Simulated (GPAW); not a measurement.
CuO:

```
Cu O
1.0
     2.55255    0.00000    0.00000
     0.00000    2.55255    0.00000
     0.00000    0.00000    2.55255
Cu O
1 1
Direct
  0.00000 0.00000 0.00000
  0.50000 0.50000 0.50000
```

Measurements of this composition are mostly on another form, of space group No. 15.

| Property | Result |
| --- | --- |
| Program | GPAW 26.7.0 |
| Task | relaxation of cell and atoms |
| Functional | revPBE |
| Potentials or basis | the program's PAW data sets (release 1.2.1) made for this functional |
| Cutoff | 800 eV |
| Basis | pw |
| k mesh | 10 × 10 × 10 |
| Occupations | fermi-dirac, width 0.05 eV |
| Spin | no spin polarisation |

At the start: pressure 27.5 GPa; volume 8.32 Å³/atom.

**Question.** How do energy, volume and symmetry change on relaxing?

**Answer.** Over 4 steps the energy falls by 89.8 meV/atom and the volume is 9.42 Å³/atom (+13.3 %); space group Pm-3m (No. 221, to 0.05 Å).

The path:
```csv
step,energy change (eV),largest force (eV/Å),pressure (GPa),volume (Å³)
1,0.0000,0.0000,27.45,16.63
2,-0.0772,0.0000,19.37,17.15
3,-0.1766,0.0000,2.48,18.60
4,-0.1796,0.0000,0.31,18.85
```

Final structure:
```
Cu O
1.0
     2.66133    0.00000    0.00000
     0.00000    2.66133    0.00000
     0.00000    0.00000    2.66133
Cu O
1 1
Direct
  0.00000 0.00000 0.00000
  0.50000 0.50000 0.50000
```

Caveat: with this Cu data set, volumes or pressures lay over 1.5 % or 2 GPa off other programs in two to four cells of ten; later steps reuse the first step's grids; an odd number of electrons without spin polarisation forces a metal; a magnetic or distorted state may lie lower; the run has no spin polarisation, though such a crystal can be magnetic.
